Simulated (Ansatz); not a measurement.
Crystal: KBr.

```xyz
2
Lattice="3.8748 0.0000 0.0000 0.0000 3.8748 0.0000 0.0000 0.0000 3.8748" Properties=species:S:1:pos:R:3 pbc="T T T"
Br    1.9374    1.9374    1.9374
K     0.0000    0.0000    0.0000
```

Measurements of this composition are mostly on another form, of space group No. 225.

The cell isn't the ideal one: volume scaled by 0.88.

* Program: Ansatz 0.2.0
* Task: relaxation of cell and atoms
* Functional: RPBE
* Dispersion: D3(BJ)
* Potentials or basis: all-electron LAPW, relativistic spinors
* Basis error allowed: 0.001 eV/atom
* k mesh: 5 × 5 × 5
* Occupations: fermi-dirac, width 0.1 eV
* Spin: non-collinear spin, random start, spin-orbit coupling
* Starting moments: [[0.064, 0.274, -0.311], [0.0, -0.0, 0.0]] μB

At the start: volume 29.09 Å³/atom.

**Question.** How do energy, volume and symmetry change on relaxing?

**Answer.** Over 6 steps the energy falls by 207.6 meV/atom and the volume is 22.07 Å³/atom (-24.1 %); space group Pm-3m (No. 221, to 0.05 Å); moment 0.00 μB per cell.

The path:
```
step  energy change (eV)  largest force (eV/Å)  volume (Å³)
   1              0.0000                0.0000        58.18
   2             -0.3121                0.0000        50.12
   3             -0.4081                0.0000        42.81
   4             -0.4150                0.0000        44.28
   5             -0.4151                0.0000        44.14
   6             -0.4151                0.0000        44.14
```

Final structure:
```
CELL_PARAMETERS angstrom
3.53410 0.00000 0.00000
0.00000 3.53410 0.00000
0.00000 0.00000 3.53410
ATOMIC_POSITIONS crystal
Br 0.50000 0.50000 0.50000
K 0.00000 0.00000 0.00000
```

Caveat: the starting moments weren't kept.
